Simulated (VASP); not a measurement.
# Na2S (Fm-3m) in VASP: a series of runs

One crystal, Na2S, is run at these levels: PBE; tasks: single point, relaxation of cell and atoms.

All numbers are computed with VASP 6.6.1; they aren't measurements. Logs are shortened: lines on timing, memory, paths and dates and some standing lists are left out, and cuts for length are marked.

### 1 The crystal as given

Symmetry: Fm-3m, No. 225, cubic system. The conventional cell has a = 6.567 Å, b = 6.567 Å, c = 6.567 Å, α = 90.00°, β = 90.00°, γ = 90.00°. Na (site symmetry -43m) has 4 S at 2.84 Å as nearest neighbours. S (site symmetry m-3m) is surrounded by 8 Na at 2.84 Å.

The cell comes from a database or a generator and needn't be the stable form of this composition.

### 2 Single point, PBE

INCAR

```
SYSTEM = Na2S
PREC     = Accurate       ! precision mode
ENCUT    = 520            ! plane-wave cutoff, eV
EDIFF    = 1E-6           ! SCF threshold, eV
ISMEAR   = 0              ! smearing method
SIGMA    = 0.02           ! smearing width, eV
LREAL    = .FALSE.        ! projectors in reciprocal space
LASPH    = .TRUE.         ! aspherical terms in the spheres
NELM     = 80             ! most SCF steps
ALGO     = Normal         ! electronic algorithm
ISIF     = 2              ! what is computed and relaxed
LWAVE    = .FALSE.        ! write WAVECAR
LCHARG   = .FALSE.        ! write CHGCAR
GGA      = PE             ! functional
NBANDS   = 17             ! bands
```

KPOINTS

```
regular mesh
0
G
  8 8 8
  0 0 0
```

POSCAR

```
Na2S
1.0
    0.0000000000      3.2836251974      3.2836251974
    3.2836251974      0.0000000000      3.2836251974
    3.2836251974      3.2836251974      0.0000000000
Na S
2 1
Direct
    0.2500000000      0.2500000000      0.2500000000
    0.7500000000      0.7500000000      0.7500000000
    0.0000000000      0.0000000000      0.0000000000
```

Potentials or basis: VASP PAW PBE potentials, release 64 (Na_pv, S).

Launch:

```bash
$ cat potpaw_PBE.64/Na_pv/POTCAR potpaw_PBE.64/S/POTCAR > POTCAR
$ mpirun -np 1 vasp_std > vasp.out
```

OUTCAR:

```text
SYSTEM = Na2S
   PREC = Accurate
   ENCUT = 520
   EDIFF = 1E-6
   ISMEAR = 0
   LREAL = .FALSE.
   LASPH = .TRUE.
   NELM = 80
   ISIF = 2
   GGA = PE

 ion  position               nearest neighbor table
   1  0.250  0.250  0.250-
   2  0.750  0.750  0.750-
   3  0.000  0.000  0.000-

  LATTYP: Found a face centered cubic cell.
 ALAT       =     6.5672503948

  Lattice vectors:

 A1 = (   0.0000000000,   3.2836251974,   3.2836251974)
 A2 = (   3.2836251974,   0.0000000000,   3.2836251974)
 A3 = (   3.2836251974,   3.2836251974,   0.0000000000)

Analysis of symmetry for initial positions (statically):
=====================================================================
 Subroutine PRICEL returns:
 Original cell was already a primitive cell.

 Routine SETGRP: Setting up the symmetry group for a
 face centered cubic supercell.

 Subroutine GETGRP returns: Found 48 space group operations
 (whereof 48 operations were pure point group operations)
 out of a pool of 48 trial point group operations.

The static configuration has the point symmetry O_h .

Analysis of symmetry for dynamics (positions and initial velocities):
=====================================================================
 Subroutine PRICEL returns:
 Original cell was already a primitive cell.

 Routine SETGRP: Setting up the symmetry group for a
 face centered cubic supercell.

 Subroutine GETGRP returns: Found 48 space group operations
 (whereof 48 operations were pure point group operations)
 out of a pool of 48 trial point group operations.

The dynamic configuration has the point symmetry O_h .

 Subroutine INISYM returns: Found 48 space group operations
 (whereof 48 operations are pure point group operations),
 and found     1 'primitive' translations

----------------------------------------------------------------------------------------

                                     Primitive cell

  volume of cell :      70.8094

  direct lattice vectors                    reciprocal lattice vectors
     0.000000000  3.283625197  3.283625197    -0.152270728  0.152270728  0.152270728
     3.283625197  0.000000000  3.283625197     0.152270728 -0.152270728  0.152270728
     3.283625197  3.283625197  0.000000000     0.152270728  0.152270728 -0.152270728

  length of vectors
     4.643747288  4.643747288  4.643747288     0.263740638  0.263740638  0.263740638

  position of ions in fractional coordinates (direct lattice)
     0.250000000  0.250000000  0.250000000
     0.750000000  0.750000000  0.750000000
     0.000000000  0.000000000  0.000000000

  ion indices of the primitive-cell ions
   primitive index   ion index
                 1           1
                 2           2
                 3           3

----------------------------------------------------------------------------------------

 KPOINTS: regular mesh

Automatic generation of k-mesh.
 Grid dimensions read from file:
 generate k-points for:    8    8    8

 Generating k-lattice:

  Cartesian coordinates                     Fractional coordinates (reciprocal lattice)
    -0.019033841  0.019033841  0.019033841     0.125000000  0.000000000  0.000000000
     0.019033841 -0.019033841  0.019033841     0.000000000  0.125000000  0.000000000
     0.019033841  0.019033841 -0.019033841     0.000000000  0.000000000  0.125000000

  Length of vectors
     0.032967580  0.032967580  0.032967580

  Shift w.r.t. Gamma in fractional coordinates (k-lattice)
     0.000000000  0.000000000  0.000000000

 Subroutine IBZKPT returns following result:
 ===========================================

 Found     29 irreducible k-points:

 Following reciprocal coordinates:
            Coordinates               Weight
  0.000000  0.000000  0.000000      1.000000
  0.125000  0.000000  0.000000      8.000000
  0.250000  0.000000  0.000000      8.000000
  0.375000  0.000000  0.000000      8.000000
  0.500000  0.000000  0.000000      4.000000
  0.125000  0.125000  0.000000      6.000000
[... 16 lines left out ...]
  0.500000  0.250000  0.125000     48.000000
 -0.375000  0.250000  0.125000     24.000000
 [... further k-points ...]
   k-points           NKPTS =     29   k-points in BZ     NKDIM =     29   number of bands    NBANDS=     17
   number of dos      NEDOS =    301   number of ions     NIONS =      3
   total plane-waves  NPLWV =  46656
   dimension x,y,z NGX =    36 NGY =   36 NGZ =   36
   dimension x,y,z NGXF=    72 NGYF=   72 NGZF=   72
   ions per type =               2   1
   NGX,Y,Z   is equivalent  to a cutoff of  12.89, 12.89, 12.89 a.u.
   NGXF,Y,Z  is equivalent  to a cutoff of  25.78, 25.78, 25.78 a.u.
 SYSTEM =  Na2S
   PREC   = accura    normal or accurate (medium, high low for compatibility)
   ISTART =      0    job   : 0-new  1-cont  2-samecut
   ICHARG =      2    charge: 1-file 2-atom 10-const
   ISPIN  =      1    spin polarized calculation?
   LNONCOLLINEAR =      F non collinear calculations
   LSORBIT =      F    spin-orbit coupling
   LASPH  =      T    aspherical Exc in radial PAW
   ENCUT  =  520.0 eV  38.22 Ry    6.18 a.u.   8.63  8.63  8.63*2*pi/ulx,y,z
   NELM   =     80;   NELMIN=  2; NELMDL= -5     # of ELM steps
   EDIFF  = 0.1E-05   stopping-criterion for ELM
   LREAL  =      F    real-space projection
[... 7 lines left out ...]
   TEBEG  =    0.0;   TEEND  =   0.0 temperature during run
   PSTRESS=    0.0 pullay stress
   NELECT =      20.0000    total number of electrons
   NUPDOWN=      -1.0000    fix difference up-down
   EMIN   =  10.00;   EMAX   =-10.00  energy-range for DOS
   EFERMI =   0.00;   METHOD = LEGACY
   ISMEAR =     0;   SIGMA  =   0.02  broadening in eV -4-tet -1-fermi 0-gaus
   EFERMI_NEDOS =   21; number of points for ismear=-14 and -15
   IALGO  =     38    algorithm
   IMIX   =      4    mixing-type and parameters
     AMIX     =   0.40;   BMIX     =  1.00
     AMIX_MAG =   1.60;   BMIX_MAG =  1.00
  volume/ion in A,a.u.               =      23.60       159.28
  Fermi-wavevector in a.u.,A,eV,Ry     =   1.074124  2.029801 15.697630  1.153743
  Thomas-Fermi vector in A             =   2.209944
   LORBIT       =      0    0 simple, 1 ext, 2 COOP (PROOUT), +10 PAW based schemes
   GGA     = PE    functional components
   LHFCALC =     F    Hartree Fock is set to
   AEXX    =    0.0000 exact exchange contribution
   IVDW    =     0    specifies the selected vdW correction
   LEPSILON=     F    determine dielectric tensor
   LRPA    =     F    only Hartree local field effects (RPA)
 non-spin polarized calculation
 Gauss-broadening in eV      SIGMA  =   0.02
  energy-cutoff  :      520.00
  volume of cell :       70.81
 maximum number of plane-waves:      1924
   NGX = 17   NGY = 17   NGZ = 17

 number of electron      19.9999995 magnetization

 Free energy of the ion-electron system (eV)
  ---------------------------------------------------
  ext. energy  EPLUGINS =         0.00000000
  ---------------------------------------------------
  free energy    TOTEN  =        -9.97625037 eV

  energy without entropy =       -9.97625037  energy(sigma->0) =       -9.97625037

 E-fermi :   0.3301     XC(G=0):  -7.7777

 val. band max:        0.1378604202   @ k =   0.0000   0.0000   0.0000
 cond. band min:       2.5839685125   @ k =   0.0000   0.0000   0.0000
 fundamental gap:      2.4461080922
 Fermi energy:         0.3300829009

 k-point     1 :       0.0000    0.0000    0.0000
  band No.  band energies     occupation
      1     -22.1297      2.00000
      2     -22.1297      2.00000
      3     -22.1297      2.00000
      4     -22.0782      2.00000
      5     -22.0782      2.00000
      6     -22.0782      2.00000
[... 9 lines left out ...]
     16       9.4657      0.00000
     17      11.2908      0.00000

 k-point     2 :       0.1250    0.0000    0.0000
  band No.  band energies     occupation
      1     -22.1284      2.00000
      2     -22.1279      2.00000
      3     -22.1279      2.00000
      4     -22.0812      2.00000
      5     -22.0803      2.00000
      6     -22.0803      2.00000
[... 9 lines left out ...]
     16       9.0849      0.00000
     17      10.8532      0.00000

 k-point     3 :       0.2500    0.0000    0.0000
  band No.  band energies     occupation
      1     -22.1247      2.00000
      2     -22.1226      2.00000
      3     -22.1226      2.00000
      4     -22.0890      2.00000
      5     -22.0861      2.00000
      6     -22.0861      2.00000
[... 9 lines left out ...]
     16       9.2421      0.00000
     17      10.3905      0.00000

 k-point     4 :       0.3750    0.0000    0.0000
  band No.  band energies     occupation
      1     -22.1186      2.00000
      2     -22.1146      2.00000
      3     -22.1146      2.00000
      4     -22.0992      2.00000
      5     -22.0948      2.00000
      6     -22.0948      2.00000
[... 9 lines left out ...]
     16      10.2478      0.00000
     17      10.5995      0.00000
[... 343 lines left out ...]
      1     -22.1369      2.00000
      2     -22.1253      2.00000
      3     -22.1149      2.00000
      4     -22.0987      2.00000
      5     -22.0854      2.00000
      6     -22.0738      2.00000
[... 9 lines left out ...]
     16      10.6575      0.00000
     17      11.7395      0.00000

 k-point    23 :       0.5000    0.2500    0.1250
  band No.  band energies     occupation
      1     -22.1387      2.00000
      2     -22.1268      2.00000
      3     -22.1167      2.00000
      4     -22.0951      2.00000
      5     -22.0877      2.00000
      6     -22.0741      2.00000
[... 9 lines left out ...]
     16      11.1554      0.00000
     17      12.0013      0.00000

 k-point    24 :      -0.3750    0.2500    0.1250
  band No.  band energies     occupation
      1     -22.1372      2.00000
      2     -22.1331      2.00000
      3     -22.1062      2.00000
      4     -22.1060      2.00000
      5     -22.0795      2.00000
      6     -22.0786      2.00000
[... 9 lines left out ...]
     16      10.7202      0.00000
     17      11.9954      0.00000

 [... further k-points ...]

------------------------ aborting loop because EDIFF is reached ----------------------------------------

  FORCE on cell =-STRESS in cart. coord.  units (eV):
  Direction    XX          YY          ZZ          XY          YZ          ZX
  --------------------------------------------------------------------------------------
  -------------------------------------------------------------------------------------
  Total        0.0130417      0.0130417      0.0130417     -0.0000000      0.0000000     -0.0000000
  in kB        0.2950893      0.2950893      0.2950893     -0.0000000      0.0000000     -0.0000000
  external PRESSURE =       0.2950893 kB  Pullay stress =       0.0000000 kB

 VOLUME and BASIS-vectors are now :
 -----------------------------------------------------------------------------
  energy-cutoff  :      520.00
  volume of cell :       70.81
      direct lattice vectors                 reciprocal lattice vectors
     0.000000000  3.283625197  3.283625197    -0.152270728  0.152270728  0.152270728
     3.283625197  0.000000000  3.283625197     0.152270728 -0.152270728  0.152270728
     3.283625197  3.283625197  0.000000000     0.152270728  0.152270728 -0.152270728

 POSITION                                       TOTAL-FORCE (eV/Angst)
 -----------------------------------------------------------------------------------
      1.64181      1.64181      1.64181        -0.000000     -0.000000     -0.000000
      4.92544      4.92544      4.92544         0.000000      0.000000      0.000000
      0.00000      0.00000      0.00000        -0.000000      0.000000     -0.000000
 -----------------------------------------------------------------------------------
    total drift:                                0.000000      0.000000      0.000000

  FREE ENERGIE OF THE ION-ELECTRON SYSTEM (eV)
  ---------------------------------------------------
  free  energy   TOTEN  =        -9.9762503733 eV

  energy  without entropy=       -9.9762503733  energy(sigma->0) =       -9.97625037
```

Wall time 31 s (1 thread of Intel Xeon Platinum 8375C at 2.90GHz (Ice Lake), shared host); peak memory 0.2 GiB.

Results:

```yaml
Free_energy: -9.9763 eV
Pressure: 0.0 GPa
Band_gap_on_the_k_mesh: 2.45 eV, direct
```

Levels at points of the mesh, in eV from the valence-band top:
```tsv
k point	band 7	band 8	band 9	band 10	band 11	band 12	band 13	band 14
(0.00, 0.00, 0.00)	-10.13	0.00	0.00	0.00	2.45	7.70	7.70	7.70
(0.50, 0.00, 0.00)	-9.89	-1.62	-0.13	-0.13	4.74	6.40	7.12	7.12
(0.50, 0.50, 0.00)	-9.81	-1.45	-0.45	-0.45	3.84	5.97	8.36	9.69
```

A k mesh can miss the band edges.

### 3 Relaxation of cell and atoms, PBE

INCAR

```
PREC = Accurate
ENCUT = 600
EDIFF = 1E-6
ISMEAR = 0
SIGMA = 0.02
LREAL = False
LASPH = True
NELM = 60
ALGO = Normal
ISIF = 3
LWAVE = False
LCHARG = False
GGA = PE
IBRION = 2
NSW = 100
EDIFFG = -0.01
```

KPOINTS

```
regular mesh
0
Gamma
  8 8 8
```

POSCAR is that of step 2.

Potentials or basis: VASP PAW PBE potentials, release 64 (Na_pv, S).

Launch:

```bash
$ cat potpaw_PBE.64/Na_pv/POTCAR potpaw_PBE.64/S/POTCAR > POTCAR
$ mpirun -np 1 vasp_std > vasp.out
```

It took 34 s on 1 thread of Intel Xeon Platinum 8375C at 2.90GHz (Ice Lake), shared host; peak memory 0.23 GiB.

It converged, with:

- Free energy: -9.9764 eV
- Pressure after relaxing: 0.0 GPa
- Band gap on the k mesh: 2.45 eV, direct

Final structure:
```yaml
crystal:
  lattice:
    - [0.00000, 3.28363, 3.28363]
    - [3.28363, 0.00000, 3.28363]
    - [3.28363, 3.28363, 0.00000]
  atoms:
    - { symbol: Na, position: [0.25000, 0.25000, 0.25000] }
    - { symbol: Na, position: [0.75000, 0.75000, 0.75000] }
    - { symbol: S, position: [0.00000, 0.00000, 0.00000] }
```

Levels at points of the mesh, in eV from the valence-band top:
```csv
k point,band 6,band 7,band 8,band 9,band 10,band 11,band 12,band 13,band 14
"(0.00, 0.00, 0.00)",-22.21,-10.13,0.00,0.00,0.00,2.45,7.70,7.70,7.70
"(0.50, 0.00, 0.00)",-22.24,-9.89,-1.62,-0.13,-0.13,4.74,6.40,7.12,7.12
"(0.50, 0.50, 0.00)",-22.20,-9.81,-1.45,-0.45,-0.45,3.84,5.97,8.36,9.69
```

Caveat: the relaxation stopped at its first step, so nothing moved.
